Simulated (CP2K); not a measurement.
Crystal: WC (Qusongite).

```
CELL_PARAMETERS angstrom
2.90650 0.00000 0.00000
-1.45325 2.51710 0.00000
0.00000 0.00000 2.83660
ATOMIC_POSITIONS crystal
W 0.00000 0.00000 0.00000
C 0.66667 0.33333 0.50000
```

Base run:

```yaml
Program: CP2K 2026.2
Functional: vdW-DF2
Potentials_or_basis: POTENTIAL_UZH W GTH-PBE-q14, C GTH-PBE-q4; TZVP-MOLOPT-PBE-GTH basis
Density_cutoff: 9184 eV
k_mesh: 10 × 10 × 9
Occupations: fermi-dirac, width 0.05 eV
Spin: no spin polarisation
```

Its results: band gap on the k mesh none (metal or under the smearing width); pressure 22.1 GPa.

Problem. After a change of settings the same cell gave: band gap on the k mesh none (metal or under the smearing width); pressure 15.9 GPa. Which change was it?
A. functional from vdW-DF2 to LDA
B. functional from vdW-DF2 to HLE17
C. functional from vdW-DF2 to PBE
D. functional from vdW-DF2 to BLYP

Solution. D.

Caveats: the potentials were made for another functional, which shifts forces and pressure; spin-orbit coupling is left out, which moves the levels of the heavy elements; the basis of atomic orbitals isn't converged, which shifts pressures, moduli and gaps.
